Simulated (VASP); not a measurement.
# Ga2O3 (R-3c) in VASP: Born charges and dielectric tensor with LDA

Aim: the Born charges and dielectric tensor of Ga2O3 with LDA.

Program: VASP 6.6.1. These are calculated values, not measurements. Logs are shortened: lines on timing, memory, paths and dates and some standing lists are left out, and cuts for length are marked.

**1. The crystal as given**

It takes space group R-3c (No. 167, trigonal). The conventional cell has a = 4.964 Å, b = 4.964 Å, c = 13.337 Å, α = 90.00°, β = 90.00°, γ = 120.00°. Ga (site symmetry 3) is surrounded by 6 O at 1.92 to 2.06 Å. O (site symmetry 2) is surrounded by 4 Ga at 1.92 to 2.06 Å.

**2. Born charges and dielectric tensor, LDA**

Input file INCAR:

```
ALGO = Normal ; EDIFF = 1E-8
ENCUT = 520 ; GGA = CA
IBRION = 8 ; ISIF = 2
ISMEAR = 0 ; KPAR = 8
LASPH = True ; LCHARG = False
LEPSILON = True ; LREAL = False
LWAVE = False ; NELM = 100
NSW = 1 ; PREC = Accurate
SIGMA = 0.02
```

Input file KPOINTS:

```
k-points
0
Gamma
  9 9 9
```

Input file POSCAR:

```
Ga2O3                                   
1.0
    2.4821700168      1.4330815292      4.4457115530
   -2.4821700168      1.4330815292      4.4457115530
    0.0000000000     -2.8661630584      4.4457115530
  Ga              O             
     4     6
Direct
     0.3557140083566346    0.3557140083566346    0.3557140083566346
     0.1442859916433654    0.1442859916433654    0.1442859916433654
     0.6442859916433654    0.6442859916433654    0.6442859916433654
     0.8557140083566346    0.8557140083566346    0.8557140083566346
     0.5525139907002412    0.9474860092997588    0.2500000000000000
     0.2500000000000071    0.5525139907002554    0.9474860092997375
     0.9474860092997446    0.2499999999999929    0.5525139907002625
     0.4474860092997587    0.0525139907002413    0.7500000000000000
     0.7499999999999929    0.4474860092997445    0.0525139907002626
     0.0525139907002555    0.7500000000000071    0.4474860092997374
```

Potentials or basis: VASP PAW LDA potentials, release 64 (Ga_d, O).

Started as:

```
$ cat potpaw_LDA.64/Ga_d/POTCAR potpaw_LDA.64/O/POTCAR > POTCAR
$ mpirun -np 8 vasp_std > vasp.out
```

OUTCAR:

```text
EDIFF = 1E-8
   ENCUT = 520
   GGA = CA
   IBRION = 8
   ISIF = 2
   ISMEAR = 0
   LASPH = True
   LEPSILON = True
   LREAL = False
   NELM = 100
   NSW = 1
   PREC = Accurate

 ion  position               nearest neighbor table
   1  0.356  0.356  0.356-  10 1.92   8 1.92   9 1.92   5 2.06   7 2.06   6 2.06   2 2.82
   2  0.144  0.144  0.144-   9 1.92   8 1.92  10 1.92   5 2.06   7 2.06   6 2.06   1 2.82
   3  0.644  0.644  0.644-   7 1.92   5 1.92   6 1.92   8 2.06   9 2.06  10 2.06   4 2.82
   4  0.856  0.856  0.856-   6 1.92   5 1.92   7 1.92   8 2.06   9 2.06  10 2.06   3 2.82
   5  0.553  0.947  0.250-   3 1.92   4 1.92   1 2.06   2 2.06
   6  0.250  0.553  0.947-   4 1.92   3 1.92   1 2.06   2 2.06
   7  0.947  0.250  0.553-   3 1.92   4 1.92   1 2.06   2 2.06
   8  0.447  0.053  0.750-   1 1.92   2 1.92   3 2.06   4 2.06
   9  0.750  0.447  0.053-   2 1.92   1 1.92   3 2.06   4 2.06
  10  0.053  0.750  0.447-   1 1.92   2 1.92   3 2.06   4 2.06

  LATTYP: Found a trigonal (rhomboedric) cell.
 ALAT       =     5.2895407999
 COS(alpha) =     0.5595900682

  Lattice vectors:

 A1 = (   2.4821700168,   1.4330815292,   4.4457115530)
 A2 = (  -2.4821700168,   1.4330815292,   4.4457115530)
 A3 = (   0.0000000000,  -2.8661630584,   4.4457115530)

Analysis of symmetry for initial positions (statically):
=====================================================================
 Subroutine PRICEL returns:
 Original cell was already a primitive cell.

 Routine SETGRP: Setting up the symmetry group for a
 trigonal (rhombohedral) supercell.

 Subroutine GETGRP returns: Found 12 space group operations
[... 1697 lines left out ...]
  3Y     0.003558    4.338027   -0.000000   -2.350840    1.984531   -0.000000   -0.001395  -17.483120    0.000000    1.223670   -0.111086   -0.000000   -1.876008    3.673689   -2.079224    2.025907    4.502320    2.244770    0.792565    0.708847   -0.165546    0.307068    0.758899    0.085373   -0.094044    0.600714   -0.367226   -0.030480    1.027179    0.281853
  3Z     0.000000    0.000000   -3.723026    0.000000    0.000000    4.269641    0.000000    0.000000  -14.216505    0.000000    0.000000    7.063614    1.141987   -1.678564    1.343947    0.882686    1.828272    1.343947   -2.024673   -0.149708    1.343947   -0.638021    0.016592    0.858145    0.304641   -0.560838    0.858145    0.333380    0.544246    0.858145
  4X     1.984531   -2.350840   -0.000000    4.338027    0.003558    0.000000   -0.111086    1.223670   -0.000000  -17.483120   -0.001395    0.000000    2.249548    2.504317   -1.391597    5.214390   -0.164256    2.496459    1.420917   -1.397598   -1.104862    0.832296   -0.185372    0.374746    0.564015    0.152176   -0.261308    0.990481    0.215740   -0.113438
  4Y     2.350840    1.984531    0.000000   -0.003558    4.338027    0.000000   -1.223670   -0.111086    0.000000    0.001395  -17.483120   -0.000000    1.876008    3.673689   -2.079224   -0.792565    0.708847   -0.165546   -2.025907    4.502320    2.244770   -0.307068    0.758899    0.085373    0.030480    1.027179    0.281853    0.094044    0.600714   -0.367226
  4Z     0.000000    0.000000    4.269641    0.000000    0.000000   -3.723026    0.000000    0.000000    7.063614    0.000000    0.000000  -14.216505   -1.141987   -1.678564    1.343947    2.024673   -0.149708    1.343947   -0.882686    1.828272    1.343947    0.638021    0.016592    0.858145   -0.333380    0.544246    0.858145   -0.304641   -0.560838    0.858145
  5X     0.836093    0.308997   -0.640660    0.836093   -0.308997    0.640660    2.247950   -1.871092    1.139081    2.247950    1.871092   -1.139081  -14.518310    0.000000   -0.000000    3.732197   -1.225050    0.340421    3.732197    1.225050   -0.340421   -0.460527    0.000000   -0.000000    0.673179   -0.447446   -1.732919    0.673179    0.447446    1.732919
  5Y     0.187091    0.763481    0.017552   -0.187091    0.763481    0.017552   -2.504107    3.676164   -1.679090    2.504107    3.676164   -1.679090    0.000000  -16.499745    5.330885   -0.865537    2.523921    0.077660    0.865537    2.523921    0.077660    0.000000    1.863698   -3.168710   -0.108275    0.354458    0.502792    0.108275    0.354458    0.502792
  5Z    -0.374868    0.084724    0.859165    0.374868    0.084724    0.859165    1.392407   -2.080245    1.342148   -1.392407   -2.080245    1.342148    0.000000    5.327476  -11.857096    0.103481   -0.332948   -0.553230   -0.103481   -0.332948   -0.553230    0.000000   -3.168890    3.812565   -1.303706    1.249177    2.374182    1.303706    1.249177    2.374182
  6X     0.996447   -0.094511    0.305130    0.566822    0.031627   -0.335530    1.424594    2.028742    0.884594    5.213627   -0.791873    2.023676    3.731240   -0.866089    0.102955  -16.004386   -0.857986   -4.616682    1.920739   -0.180309   -0.237466    0.674772   -0.107355   -1.301890    1.282642    1.006419    2.744183    0.193504   -0.168665    0.431029
  6Y    -0.216417    0.603128   -0.563604    0.153533    1.032752    0.546052    1.395726    4.499520    1.826019   -0.158857    0.710487   -0.146928   -1.225602    2.524877   -0.333643   -0.857986  -15.013669   -2.665443    0.179205    4.335378    0.255983   -0.446526    0.352864    1.249356    1.006419    0.120530    1.584355    0.170506    0.834133   -1.752148
  6Z     0.114061   -0.367007    0.859165   -0.260807    0.282284    0.859165    1.105341    2.245983    1.342148    2.497749   -0.165738    1.342148    0.340082    0.076857   -0.553230   -4.613729   -2.663738  -11.857096    0.236601    0.256091   -0.553230   -1.733672    0.504454    2.374182    2.744339    1.584445    3.812565   -0.429966   -1.753631    2.374182
  7X     0.566822   -0.031627    0.335530    0.996447    0.094511   -0.305130    5.213627    0.791873   -2.023676    1.424594   -2.028742   -0.884594    3.731240    0.866089   -0.102955    1.920739    0.180309    0.237466  -16.004386    0.857986    4.616682    0.674772    0.107355    1.301890    0.193504    0.168665   -0.431029    1.282642   -1.006419   -2.744183
  7Y    -0.153533    1.032752    0.546052    0.216417    0.603128   -0.563604    0.158857    0.710487   -0.146928   -1.395726    4.499520    1.826019    1.225602    2.524877   -0.333643   -0.179205    4.335378    0.255983    0.857986  -15.013669   -2.665443    0.446526    0.352864    1.249356   -0.170506    0.834133   -1.752148   -1.006419    0.120530    1.584355
  7Z     0.260807    0.282284    0.859165   -0.114061   -0.367007    0.859165   -2.497749   -0.165738    1.342148   -1.105341    2.245983    1.342148   -0.340082    0.076857   -0.553230   -0.236601    0.256091   -0.553230    4.613729   -2.663738  -11.857096    1.733672    0.504454    2.374182    0.429966   -1.753631    2.374182   -2.744339    1.584445    3.812565
  8X     2.247950   -1.871092    1.139081    2.247950    1.871092   -1.139081    0.836093    0.308997   -0.640660    0.836093   -0.308997    0.640660   -0.460527    0.000000   -0.000000    0.673179   -0.447446   -1.732919    0.673179    0.447446    1.732919  -14.518310    0.000000   -0.000000    3.732197   -1.225050    0.340421    3.732197    1.225050   -0.340421
  8Y    -2.504107    3.676164   -1.679090    2.504107    3.676164   -1.679090    0.187091    0.763481    0.017552   -0.187091    0.763481    0.017552    0.000000    1.863698   -3.168710   -0.108275    0.354458    0.502792    0.108275    0.354458    0.502792    0.000000  -16.499745    5.330885   -0.865537    2.523921    0.077660    0.865537    2.523921    0.077660
  8Z     1.392407   -2.080245    1.342148   -1.392407   -2.080245    1.342148   -0.374868    0.084724    0.859165    0.374868    0.084724    0.859165    0.000000   -3.168890    3.812565   -1.303706    1.249177    2.374182    1.303706    1.249177    2.374182    0.000000    5.327476  -11.857096    0.103481   -0.332948   -0.553230   -0.103481   -0.332948   -0.553230
  9X     1.424594    2.028742    0.884594    5.213627   -0.791873    2.023676    0.996447   -0.094511    0.305130    0.566822    0.031627   -0.335530    0.674772   -0.107355   -1.301890    1.282642    1.006419    2.744183    0.193504   -0.168665    0.431029    3.731240   -0.866089    0.102955  -16.004386   -0.857986   -4.616682    1.920739   -0.180309   -0.237466
  9Y     1.395726    4.499520    1.826019   -0.158857    0.710487   -0.146928   -0.216417    0.603128   -0.563604    0.153533    1.032752    0.546052   -0.446526    0.352864    1.249356    1.006419    0.120530    1.584355    0.170506    0.834133   -1.752148   -1.225602    2.524877   -0.333643   -0.857986  -15.013669   -2.665443    0.179205    4.335378    0.255983
  9Z     1.105341    2.245983    1.342148    2.497749   -0.165738    1.342148    0.114061   -0.367007    0.859165   -0.260807    0.282284    0.859165   -1.733672    0.504454    2.374182    2.744339    1.584445    3.812565   -0.429966   -1.753631    2.374182    0.340082    0.076857   -0.553230   -4.613729   -2.663738  -11.857096    0.236601    0.256091   -0.553230
 10X     5.213627    0.791873   -2.023676    1.424594   -2.028742   -0.884594    0.566822   -0.031627    0.335530    0.996447    0.094511   -0.305130    0.674772    0.107355    1.301890    0.193504    0.168665   -0.431029    1.282642   -1.006419   -2.744183    3.731240    0.866089   -0.102955    1.920739    0.180309    0.237466  -16.004386    0.857986    4.616682
 10Y     0.158857    0.710487   -0.146928   -1.395726    4.499520    1.826019   -0.153533    1.032752    0.546052    0.216417    0.603128   -0.563604    0.446526    0.352864    1.249356   -0.170506    0.834133   -1.752148   -1.006419    0.120530    1.584355    1.225602    2.524877   -0.333643   -0.179205    4.335378    0.255983    0.857986  -15.013669   -2.665443
 10Z    -2.497749   -0.165738    1.342148   -1.105341    2.245983    1.342148    0.260807    0.282284    0.859165   -0.114061   -0.367007    0.859165    1.733672    0.504454    2.374182    0.429966   -1.753631    2.374182   -2.744339    1.584445    3.812565   -0.340082    0.076857   -0.553230   -0.236601    0.256091   -0.553230    4.613729   -2.663738  -11.857096

 Eigenvectors and eigenvalues of the dynamical matrix
   1 f  =   20.761174 THz   130.446305 2PiTHz  692.518229 cm-1    85.861279 meV
   2 f  =   20.389088 THz   128.108419 2PiTHz  680.106775 cm-1    84.322455 meV
   3 f  =   20.389088 THz   128.108419 2PiTHz  680.106775 cm-1    84.322455 meV
   4 f  =   18.457583 THz   115.972412 2PiTHz  615.678684 cm-1    76.334394 meV
   5 f  =   16.919760 THz   106.309988 2PiTHz  564.382449 cm-1    69.974474 meV
   6 f  =   16.818314 THz   105.672583 2PiTHz  560.998565 cm-1    69.554926 meV
[... 19 lines left out ...]
  26 f  =    6.506202 THz    40.879674 2PiTHz  217.023546 cm-1    26.907478 meV
  27 f  =    4.846688 THz    30.452637 2PiTHz  161.668098 cm-1    20.044281 meV
  28 f/i=    0.000847 THz     0.005321 2PiTHz    0.028251 cm-1     0.003503 meV
  29 f/i=    0.003515 THz     0.022085 2PiTHz    0.117246 cm-1     0.014537 meV
  30 f/i=    0.003515 THz     0.022085 2PiTHz    0.117246 cm-1     0.014537 meV

 MACROSCOPIC STATIC DIELECTRIC TENSOR IONIC CONTRIBUTION
 ------------------------------------------------------
           7.850781    -0.000000    -0.000000
          -0.000000     7.850781     0.000000
          -0.000000     0.000000    12.909185
 ------------------------------------------------------

 ELASTIC MODULI CONTR FROM IONIC RELAXATION (kBar)
 Direction    XX          YY          ZZ          XY          YZ          ZX
 --------------------------------------------------------------------------------
 XX        -303.8372    209.3938    110.2764     -0.0000    128.4296      0.0000
 YY         209.3938   -303.8372    110.2764      0.0000   -128.4296     -0.0000
 ZZ         110.2764    110.2764   -261.0065     -0.0000      0.0000     -0.0000
 XY          -0.0000      0.0000     -0.0000   -256.6420      0.0000    126.6225
 YZ         128.4296   -128.4296      0.0000      0.0000   -180.4879     -0.0000
 ZX           0.0000     -0.0000     -0.0000    126.6225     -0.0000   -176.3388
 --------------------------------------------------------------------------------

 PIEZOELECTRIC TENSOR IONIC CONTR  for field in x, y, z        (C/m^2)
          XX          YY          ZZ          XY          YZ          ZX
  --------------------------------------------------------------------------------
  x     0.00000     0.00000    -0.00000    -0.00000    -0.00000     0.00000
  y    -0.00000     0.00000    -0.00000     0.00000     0.00000    -0.00000
  z     0.00000     0.00000    -0.00000     0.00000     0.00000    -0.00000
```

It took 51 min on 8 MPI ranks of Intel Xeon Platinum 8488C (Sapphire Rapids), shared host; peak memory 3 GiB.

Results:

```yaml
Band_gap_on_the_k_mesh: 2.98 eV, indirect (least direct gap 3.24 eV)
Electronic_dielectric_tensor_diagonal: 4.30, 4.30, 4.17
Born_charges_mean_of_the_diagonal: Ga +3.25; O -2.16 e
Highest_phonon_frequency_at_Γ_LO-TO_splitting_left_out: 693 cm⁻¹
```

Phonon frequencies in cm⁻¹ (negative: imaginary):
```tsv
q point	frequencies
(0.000, 0.000, 0.000)	0 0 0 162 217 224 224 238 238 280 289 289 322 322 335 335 337 432 432 466 474 474 540 561 561 564 616 680 680 693
```

Electronic dielectric tensor:
```
4.30 0.00 0.00
0.00 4.30 0.00
0.00 0.00 4.17
```

Born effective charge tensors (e):
atom 1, Ga
```
 3.26 -0.04  0.00
 0.04  3.26  0.00
 0.00  0.00  3.21
```
atom 2, Ga
```
 3.26  0.04  0.00
-0.04  3.26  0.00
 0.00  0.00  3.21
```
atom 3, Ga
```
 3.26 -0.04  0.00
 0.04  3.26  0.00
 0.00  0.00  3.21
```
atom 4, Ga
```
 3.26  0.04  0.00
-0.04  3.26  0.00
 0.00  0.00  3.21
```
atom 5, O
```
-2.29  0.00  0.00
 0.00 -2.07  0.35
 0.00  0.51 -2.14
```
atom 6, O
```
-2.12  0.09 -0.30
 0.09 -2.23 -0.17
-0.44 -0.26 -2.14
```
atom 7, O
```
-2.12 -0.09  0.30
-0.09 -2.23 -0.17
 0.44 -0.26 -2.14
```
atom 8, O
```
-2.29  0.00  0.00
 0.00 -2.07  0.35
 0.00  0.51 -2.14
```
atom 9, O
```
-2.12  0.09 -0.30
 0.09 -2.23 -0.17
-0.44 -0.26 -2.14
```
atom 10, O
```
-2.12 -0.09  0.30
-0.09 -2.23 -0.17
 0.44 -0.26 -2.14
```

Caveat: an odd mesh through Γ misses points on the zone boundary, where band edges often lie.
